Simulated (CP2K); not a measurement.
# Zr (Im-3m) in CP2K: reference runs

Aim: a first look at Zr with PBE, on the cell as given and on a disturbed one, then over a range of volumes.

All numbers are computed with CP2K 2026.2; they aren't measurements. Logs are shortened: lines on timing, memory, paths and dates and some standing lists are left out, and cuts for length are marked.

## (1) The structure

Symmetry: Im-3m, No. 229, cubic system. The conventional cell has a = 3.620 Å, b = 3.620 Å, c = 3.620 Å, α = 90.00°, β = 90.00°, γ = 90.00°. Zr (site symmetry m-3m) has 8 Zr at 3.14 Å as nearest neighbours.

This isn't the form of Zr at room conditions, which is hcp.

## (2) Single point, PBE

Contents of zr_scf.inp:

```
&GLOBAL
  PROJECT zr_scf
  RUN_TYPE ENERGY_FORCE
  PRINT_LEVEL LOW
&END GLOBAL
&FORCE_EVAL
  METHOD QS
  STRESS_TENSOR ANALYTICAL
  &DFT
    BASIS_SET_FILE_NAME BASIS_MOLOPT_UZH
    POTENTIAL_FILE_NAME POTENTIAL_UZH
    &MGRID
      CUTOFF 450
      REL_CUTOFF 60
      NGRIDS 4
    &END MGRID
    &QS
      METHOD GPW
      EPS_DEFAULT 1.0E-10
    &END QS
    &KPOINTS
      SCHEME MONKHORST-PACK 10 10 10
      GAMMA_CENTERED T
      SYMMETRY T
      SYMMETRY_BACKEND SPGLIB
    &END KPOINTS
    &SCF
      SCF_GUESS ATOMIC
      EPS_SCF 1.0E-6
      MAX_SCF 100
      ADDED_MOS 11
      CHOLESKY OFF
      EPS_EIGVAL 1.0E-7
      &DIAGONALIZATION ON
        ALGORITHM STANDARD
      &END DIAGONALIZATION
      &MIXING ON
        METHOD BROYDEN_MIXING
        ALPHA 0.4
        BETA 1.5
        NBUFFER 8
      &END MIXING
      &SMEAR ON
        METHOD FERMI_DIRAC
        ELECTRONIC_TEMPERATURE [K] 580.226
      &END SMEAR
    &END SCF
    &XC
      &XC_FUNCTIONAL
        &GGA_X_PBE
        &END GGA_X_PBE
        &GGA_C_PBE
        &END GGA_C_PBE
      &END XC_FUNCTIONAL
    &END XC
    &PRINT
      &KPOINTS ON
      &END KPOINTS
      &MULLIKEN ON
      &END MULLIKEN
      &MO ON
        ENERGIES T
        OCCUPATION_NUMBERS T
        &EACH
          QS_SCF 0
        &END EACH
        ADD_LAST NUMERIC
      &END MO
      &LOWDIN ON
      &END LOWDIN
      &HIRSHFELD ON
        SHAPE_FUNCTION DENSITY
      &END HIRSHFELD
    &END PRINT
  &END DFT
  &SUBSYS
    &CELL
      A 3.1350119617 0.0000000000 0.0000000000
      B -1.0450039872 2.9557176230 0.0000000000
      C -1.0450039872 -1.4778588115 2.5597265479
      PERIODIC XYZ
    &END CELL
    &COORD
      SCALED
      Zr  0.0000000000 0.0000000000 0.0000000000
    &END COORD
    &KIND Zr
      BASIS_SET TZVP-MOLOPT-PBE-GTH-q12
      POTENTIAL GTH-PBE-q12
    &END KIND
    &PRINT
      &ATOMIC_COORDINATES ON
      &END ATOMIC_COORDINATES
      &CELL ON
      &END CELL
      &SYMMETRY ON
      &END SYMMETRY
    &END PRINT
  &END SUBSYS
  &PRINT
    &FORCES ON
    &END FORCES
    &STRESS_TENSOR ON
    &END STRESS_TENSOR
  &END PRINT
&END FORCE_EVAL
```

Potentials or basis: POTENTIAL_UZH Zr GTH-PBE-q12; TZVP-MOLOPT-PBE-GTH basis.

Run with:

```
$ OMP_NUM_THREADS=1 cp2k.psmp -i zr_scf.inp -o zr_scf.out
```

zr_scf.out:

```text

 CP2K| version string:                                       CP2K version 2026.2
 CP2K| Input file name                                                zr_scf.inp

 GLOBAL| Force Environment number                                              1
 GLOBAL| Basis set file name                                    BASIS_MOLOPT_UZH
 GLOBAL| Potential file name                                       POTENTIAL_UZH
 GLOBAL| MM Potential file name                                     MM_POTENTIAL
 GLOBAL| Coordinate file name                                      __STD_INPUT__
 GLOBAL| Method name                                                        CP2K
 GLOBAL| Project name                                                     zr_scf
 GLOBAL| Run type                                                   ENERGY_FORCE
 GLOBAL| FFT library                                                       FFTW3
[... 8 lines left out ...]
 GLOBAL| CPU model name                          Intel(R) Xeon(R) Platinum 8488C

 CELL| Volume [angstrom^3]:                                            23.718964
 CELL| Vector a [angstrom]:       3.135     0.000     0.000   |a| =     3.135012
 CELL| Vector b [angstrom]:      -1.045     2.956     0.000   |b| =     3.135012
 CELL| Vector c [angstrom]:      -1.045    -1.478     2.560   |c| =     3.135012
 CELL| Angle (b,c), alpha [degree]:                                   109.471221
 CELL| Angle (a,c), beta  [degree]:                                   109.471221
 CELL| Angle (a,b), gamma [degree]:                                   109.471221
 CELL| Numerically orthorhombic:                                              NO
 CELL| Periodicity                                                           XYZ

 CELL_REF| Volume [angstrom^3]:                                        23.718964
 CELL_REF| Vector a [angstrom     3.135     0.000     0.000   |a| =     3.135012
 CELL_REF| Vector b [angstrom    -1.045     2.956     0.000   |b| =     3.135012
 CELL_REF| Vector c [angstrom    -1.045    -1.478     2.560   |c| =     3.135012
 CELL_REF| Angle (b,c), alpha [degree]:                               109.471221
 CELL_REF| Angle (a,c), beta  [degree]:                               109.471221
 CELL_REF| Angle (a,b), gamma [degree]:                               109.471221
 CELL_REF| Numerically orthorhombic:                                          NO
 CELL_REF| Periodicity                                                       XYZ
[... 9 lines left out ...]
 TOTAL NUMBERS AND MAXIMUM NUMBERS

  Total number of            - Atomic kinds:                                   1
                             - Atoms:                                          1
                             - Shell sets:                                     1
                             - Shells:                                        11
                             - Primitive Cartesian functions:                  7
                             - Cartesian basis functions:                     41
                             - Spherical basis functions:                     35

  Maximum angular momentum of- Orbital basis functions:                        3
                             - Local part of the GTH pseudopotential:          2
                             - Non-local part of the GTH pseudopotential:      4

 MODULE QUICKSTEP: ATOMIC COORDINATES IN ANGSTROM

   Atom Kind Element         X             Y             Z       Z(eff)     Mass
      1    1 Zr   40      0.000000      0.000000      0.000000  12.0000  91.2240

 Crystal Symmetry Information
       International Symbol:                                               Im-3m
       Point Group Symbol:                                                  m-3m
       Schoenflies Symbol:                                                  Oh^9
       Number of Symmetry Operations:                                         48

 SCF PARAMETERS         Density guess:                                    ATOMIC
                        --------------------------------------------------------
                        max_scf:                                             100
[... 7 lines left out ...]
                        --------------------------------------------------------
                        level_shift [a.u.]:                             0.000000
                        added MOs                                        11    0
                        --------------------------------------------------------
                        Mixing method:                            BROYDEN_MIXING
[... 11 lines left out ...]
 *******************************************************************************
 BRILLOUIN| K-point scheme                                        Monkhorst-Pack
 BRILLOUIN| K-Point grid                                            10   10   10
 BRILLOUIN| Gamma-centered k-point mesh                                     ON
[... 63 lines left out ...]
     1 NoMix/Diag. 0.40E+00    8.5     1.13650615       -46.9830221746 -4.70E+01
     2 Broy./Diag. 0.40E+00    8.6     0.00825028       -46.9928164661 -9.79E-03
     3 Broy./Diag. 0.40E+00    8.6     0.01970225       -46.7693725662  2.23E-01
     4 Broy./Diag. 0.40E+00    9.2     0.00482326       -46.6351276649  1.34E-01
     5 Broy./Diag. 0.40E+00    7.8     0.00093175       -46.6448473935 -9.72E-03
     6 Broy./Diag. 0.40E+00    8.1     0.00044075       -46.6449576341 -1.10E-04
     7 Broy./Diag. 0.40E+00    8.0     0.00001461       -46.6454043017 -4.47E-04
     8 Broy./Diag. 0.40E+00    7.9     0.00002821       -46.6451834795  2.21E-04
     9 Broy./Diag. 0.40E+00    8.0     0.00000147       -46.6451711016  1.24E-05
    10 Broy./Diag. 0.40E+00    7.9     0.00000080       -46.6451677264  3.38E-06

  *** SCF run converged in    10 steps ***

  Electronic density on regular grids:        -12.0000000000        0.0000000000
  Core density on regular grids:               11.9999999991       -0.0000000009
  Total charge density on r-space grids:       -0.0000000009
  Total charge density g-space grids:          -0.0000000009

  Overlap energy of the core charge distribution:               0.00000000000000
  Self energy of the core charge distribution:                -85.17025921556662
  Core Hamiltonian energy:                                     18.97735588033553
  Hartree energy:                                              25.44364947623036
  Exchange-correlation energy:                                 -5.89534962215313
  Electronic entropic energy:                                  -0.00056424587376
  Fermi energy:                                                 0.40171292847028

  Total energy:                                               -46.64516772636971
  Total energy (extrapolated to T->0):                        -46.64488560343283

 MO| EIGENVALUES AND OCCUPATION NUMBERS FOR K POINT 1
 MO|
 MO|  Index      Eigenvalue [a.u.]        Eigenvalue [eV]             Occupation
 MO|      1              -1.372759             -37.354667               2.000000
 MO|      2              -0.580111             -15.785623               2.000000
 MO|      3              -0.580111             -15.785622               2.000000
 MO|      4              -0.565478             -15.387439               2.000000
 MO|      5               0.350032               9.524848               2.000000
 MO|      6               0.350032               9.524848               2.000000
[... 90 lines left out ...]
 MO|      5               0.328382               8.935741               2.000000
 MO|      6               0.331492               9.020350               2.000000
[... 9 lines left out ...]
 MO|     16               1.194815              32.512568               0.000000
 MO|     17               1.417514              38.572513               0.000000
 MO| Sum:                                                              12.000000
 MO| E(Fermi):            0.401713 a.u.         10.931165 eV
 MO| Band gap:            0.148438 a.u.          4.039216 eV

 MO| EIGENVALUES AND OCCUPATION NUMBERS FOR K POINT 6
 MO|
 MO|  Index      Eigenvalue [a.u.]        Eigenvalue [eV]             Occupation
 MO|      1              -1.371721             -37.326424               2.000000
 MO|      2              -0.578962             -15.754365               2.000000
 MO|      3              -0.576593             -15.689905               2.000000
 MO|      4              -0.576593             -15.689905               2.000000
 MO|      5               0.320785               8.729016               2.000000
 MO|      6               0.323885               8.813372               2.000000
[... 9 lines left out ...]
 MO|     16               1.184021              32.218841               0.000000
 MO|     17               1.472855              40.078412               0.000000
 MO| Sum:                                                              12.000000
 MO| E(Fermi):            0.401713 a.u.         10.931165 eV
 MO| Band gap:            0.213593 a.u.          5.812150 eV

 MO| EIGENVALUES AND OCCUPATION NUMBERS FOR K POINT 7
 MO|
 MO|  Index      Eigenvalue [a.u.]        Eigenvalue [eV]             Occupation
 MO|      1              -1.374268             -37.395730               2.000000
 MO|      2              -0.582190             -15.842190               2.000000
 MO|      3              -0.575311             -15.654996               2.000000
 MO|      4              -0.559033             -15.212053               2.000000
 MO|      5               0.348630               9.486707               2.000000
 MO|      6               0.377944              10.284371               1.999995
[... 160 lines left out ...]
 MO|      6               0.362590               9.866576               2.000000
[... 9 lines left out ...]
 MO|     16               1.282257              34.891980               0.000000
 MO|     17               1.324615              36.044608               0.000000
 MO| Sum:                                                              12.000000
 MO| E(Fermi):            0.401713 a.u.         10.931165 eV

 [... the levels of further k-points ...]

 !-----------------------------------------------------------------------------!
                     Mulliken Population Analysis

 #  Atom  Element  Kind  Atomic population                           Net charge
       1     Zr       1         12.000000                             -0.000000
 # Total charge                             12.000000                 -0.000000

 !-----------------------------------------------------------------------------!

 !-----------------------------------------------------------------------------!
                           Hirshfeld Charges

  #Atom  Element  Kind  Ref Charge     Population                    Net charge
      1       Zr     1      12.000         12.000                        -0.000

  Total Charge                                                           -0.000
 !-----------------------------------------------------------------------------!

 LOWDIN POPULATION ANALYSIS

 #  Atom  Element  Kind  Atomic population                           Net charge
       1     Zr       1         12.000000                              0.000000
 # Total charge                             12.000000                  0.000000

 ENERGY| Total FORCE_EVAL ( QS ) energy [hartree]            -46.645168347795085

 FORCES| Atomic forces [hartree/bohr]
 FORCES|   Atom     x               y               z               |f|
 FORCES|      1  1.45020967E-14  1.79216575E-15 -2.97626156E-15   1.49124377E-14
 FORCES| Sum     1.45020967E-14  1.79216575E-15 -2.97626156E-15
 FORCES| Total atomic force                                       1.49124377E-14

 STRESS| Analytical stress tensor [bar]
 STRESS|                        x                   y                   z
 STRESS|      x       -3.06979057195E+04   1.49951521576E-03   2.30243837534E-02
 STRESS|      y        1.49951521576E-03  -3.06976955296E+04   2.20053073328E-02
 STRESS|      z        2.30243837534E-02   2.20053073328E-02  -3.06975651828E+04
 STRESS| 1/3 Trace                                            -3.06977221440E+04
 STRESS| Determinant                                          -2.89280029073E+13

 STRESS| Eigenvectors and eigenvalues of the analytical stress tensor [bar]
 STRESS|                        1                   2                   3
 STRESS| Eigenvalues  -3.06979072692E+04  -3.06976991202E+04  -3.06975600425E+04
 STRESS|      x           0.997743007290     -0.010703117041      0.066289778166
 STRESS|      y          -0.000087430153      0.987006938011      0.160677617215
 STRESS|      z          -0.067148222312     -0.160320764729      0.984778334772
```

Run time: 1.7 min. Hardware: 1 thread of Intel Xeon Platinum 8488C (Sapphire Rapids), shared host; peak memory 0.35 GiB.

Results:

```
Free energy            : -1269.2796 eV
Pressure               : -3.1 GPa
Band gap on the k mesh : none (metal or under the smearing width)
```

Caveat: the basis of atomic orbitals isn't converged, which shifts pressures, moduli and gaps.

## (3) Single point, PBE, 23.72 Å³/atom

Contents of zr_eos.inp:

```
&GLOBAL
  PROJECT zr_eos
  RUN_TYPE ENERGY_FORCE
  PRINT_LEVEL LOW
&END GLOBAL
&FORCE_EVAL
  METHOD QS
  STRESS_TENSOR ANALYTICAL
  &DFT
    BASIS_SET_FILE_NAME BASIS_MOLOPT_UZH
    POTENTIAL_FILE_NAME POTENTIAL_UZH
    &MGRID
      CUTOFF 450
      REL_CUTOFF 60
      NGRIDS 5
    &END MGRID
    &QS
      METHOD GPW
      EPS_DEFAULT 1.0E-10
    &END QS
    &KPOINTS
      SCHEME MONKHORST-PACK 10 10 10
      GAMMA_CENTERED T
      SYMMETRY T
      SYMMETRY_BACKEND SPGLIB
    &END KPOINTS
    &SCF
      SCF_GUESS ATOMIC
      EPS_SCF 1.0E-6
      MAX_SCF 100
      ADDED_MOS 11
      CHOLESKY OFF
      EPS_EIGVAL 1.0E-7
      &DIAGONALIZATION ON
        ALGORITHM STANDARD
      &END DIAGONALIZATION
      &MIXING ON
        METHOD BROYDEN_MIXING
        ALPHA 0.4
        BETA 1.5
        NBUFFER 8
      &END MIXING
      &SMEAR ON
        METHOD FERMI_DIRAC
        ELECTRONIC_TEMPERATURE [K] 580.226
      &END SMEAR
    &END SCF
    &XC
      &XC_FUNCTIONAL
        &GGA_X_PBE
        &END GGA_X_PBE
        &GGA_C_PBE
        &END GGA_C_PBE
      &END XC_FUNCTIONAL
    &END XC
    &PRINT
      &KPOINTS ON
      &END KPOINTS
      &MULLIKEN ON
      &END MULLIKEN
      &MO ON
        ENERGIES T
        OCCUPATION_NUMBERS T
        &EACH
          QS_SCF 0
        &END EACH
        ADD_LAST NUMERIC
      &END MO
    &END PRINT
  &END DFT
  &SUBSYS
    &CELL
      A 3.1350119617 0.0000000000 0.0000000000
      B -1.0450039872 2.9557176230 0.0000000000
      C -1.0450039872 -1.4778588115 2.5597265479
      PERIODIC XYZ
    &END CELL
    &COORD
      Zr  0.0000000000 0.0000000000 0.0000000000
    &END COORD
    &KIND Zr
      BASIS_SET TZVP-MOLOPT-PBE-GTH-q12
      POTENTIAL GTH-PBE-q12
    &END KIND
    &PRINT
      &ATOMIC_COORDINATES ON
      &END ATOMIC_COORDINATES
      &CELL ON
      &END CELL
    &END PRINT
  &END SUBSYS
  &PRINT
    &FORCES ON
    &END FORCES
    &STRESS_TENSOR ON
    &END STRESS_TENSOR
  &END PRINT
&END FORCE_EVAL
```

Potentials or basis: POTENTIAL_UZH Zr GTH-PBE-q12; TZVP-MOLOPT-PBE-GTH basis.

Run with:

```
$ OMP_NUM_THREADS=1 cp2k.psmp -i zr_eos.inp -o zr_eos.out
```

Run time: 92 s. Hardware: 1 thread of Intel Xeon Platinum 8488C (Sapphire Rapids), shared host; peak memory 0.35 GiB.

The run converged. Its results:

| Quantity | Value |
| --- | --- |
| Free energy | -1269.2796 eV |
| Pressure | -3.1 GPa |
| Band gap on the k mesh | none (metal or under the smearing width) |

Caveat: the basis of atomic orbitals isn't converged, which shifts pressures, moduli and gaps.

## (4) Single point, PBE, 23.24 Å³/atom (volume scaled by 0.98)

Changes to zr_eos.inp since step 3:

```diff
@@ -11,2 +11,3 @@
     POTENTIAL_FILE_NAME POTENTIAL_UZH
+    WFN_RESTART_FILE_NAME previous-RESTART.kp
     &MGRID
@@ -27,3 +28,3 @@
     &SCF
-      SCF_GUESS ATOMIC
+      SCF_GUESS RESTART
       EPS_SCF 1.0E-6
@@ -72,5 +73,5 @@
     &CELL
-      A 3.1350119617 0.0000000000 0.0000000000
-      B -1.0450039872 2.9557176230 0.0000000000
-      C -1.0450039872 -1.4778588115 2.5597265479
+      A 3.1139709790 0.0000000000 0.0000000000
+      B -1.0379903263 2.9358799943 0.0000000000
+      C -1.0379903263 -1.4679399971 2.5425466575
       PERIODIC XYZ
```

Run with:

```
$ OMP_NUM_THREADS=1 cp2k.psmp -i zr_eos.inp -o zr_eos.out
```

Run time: 77 s. Hardware: 1 thread of Intel Xeon Platinum 8488C (Sapphire Rapids), shared host; peak memory 0.33 GiB.

It converged, with:

* Free energy: -1269.2864 eV
* Pressure: -1.5 GPa
* Band gap on the k mesh: none (metal or under the smearing width)

Caveat: the basis of atomic orbitals isn't converged, which shifts pressures, moduli and gaps.

## (5) Single point, PBE, 24.19 Å³/atom (volume scaled by 1.02)

Changes to zr_eos.inp since step 4:

```diff
@@ -73,5 +73,5 @@
     &CELL
-      A 3.1139709790 0.0000000000 0.0000000000
-      B -1.0379903263 2.9358799943 0.0000000000
-      C -1.0379903263 -1.4679399971 2.5425466575
+      A 3.1557742354 0.0000000000 0.0000000000
+      B -1.0519247451 2.9752924824 0.0000000000
+      C -1.0519247451 -1.4876462412 2.5766788734
       PERIODIC XYZ
```

Run with:

```
$ OMP_NUM_THREADS=1 cp2k.psmp -i zr_eos.inp -o zr_eos.out
```

It took 78 s on 1 thread of Intel Xeon Platinum 8488C (Sapphire Rapids), shared host; peak memory 0.34 GiB.

Results (log left out):

* Free energy: -1269.2684 eV
* Pressure: -4.5 GPa
* Band gap on the k mesh: none (metal or under the smearing width)

Caveat: the basis of atomic orbitals isn't converged, which shifts pressures, moduli and gaps.

## (6) Single point, PBE, 22.77 Å³/atom (volume scaled by 0.96)

Changes to zr_eos.inp since step 5:

```diff
@@ -73,5 +73,5 @@
     &CELL
-      A 3.1557742354 0.0000000000 0.0000000000
-      B -1.0519247451 2.9752924824 0.0000000000
-      C -1.0519247451 -1.4876462412 2.5766788734
+      A 3.0926417412 0.0000000000 0.0000000000
+      B -1.0308805804 2.9157705961 0.0000000000
+      C -1.0308805804 -1.4578852980 2.5251314078
       PERIODIC XYZ
```

Potentials or basis: POTENTIAL_UZH Zr GTH-PBE-q12; TZVP-MOLOPT-PBE-GTH basis.

Run with:

```
$ OMP_NUM_THREADS=1 cp2k.psmp -i zr_eos.inp -o zr_eos.out
```

Run time: 89 s. Hardware: 1 thread of Intel Xeon Platinum 8488C (Sapphire Rapids), shared host; peak memory 0.33 GiB.

The run converged. Its results:

| Item | Value |
| --- | --- |
| Free energy | -1269.2883 eV |
| Pressure | 0.3 GPa |
| Band gap on the k mesh | none (metal or under the smearing width) |

Caveat: the basis of atomic orbitals isn't converged, which shifts pressures, moduli and gaps.

[end of part 1 of 2]
